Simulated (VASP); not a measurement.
Here is a VASP 6.6.1 calculation.

The input INCAR:

```
PREC = Accurate ; ENCUT = 520
EDIFF = 1E-6 ; ISMEAR = 0
SIGMA = 0.01 ; LREAL = F
LASPH = T ; NELM = 100
ALGO = Normal ; ISIF = 2
LWAVE = F ; LCHARG = F
ISPIN = 2 ; MAGMOM = 0.5
LORBIT = 11 ; NUPDOWN = 1
GGA = PE ; IVDW = 12
NBANDS = 14 ; ISYM = 0
```

File KPOINTS:

```
Automatic mesh
0
Gamma
  1 1 1
```

The input POSCAR:

```
Rb                                      
1.0
   10.5000000000      0.0000000000      0.0000000000
    0.0000000000     11.0000000000      0.0000000000
    0.0000000000      0.0000000000     11.5000000000
  Rb            
     1
Selective dynamics
Direct
     0.5000000000000000    0.5045454544999970    0.5000000000000000   F   F   F
```

Potentials or basis: VASP PAW PBE potentials, release 64 (Rb_sv).

Command:

```console
$ cat potpaw_PBE.64/Rb_sv/POTCAR > POTCAR
$ mpirun -np 4 vasp_gam > vasp.out
```

Q: Predict the dispersion energy per atom.

A: -0.012 eV.

Caveat: the total moment is fixed, so each spin has its own Fermi level.
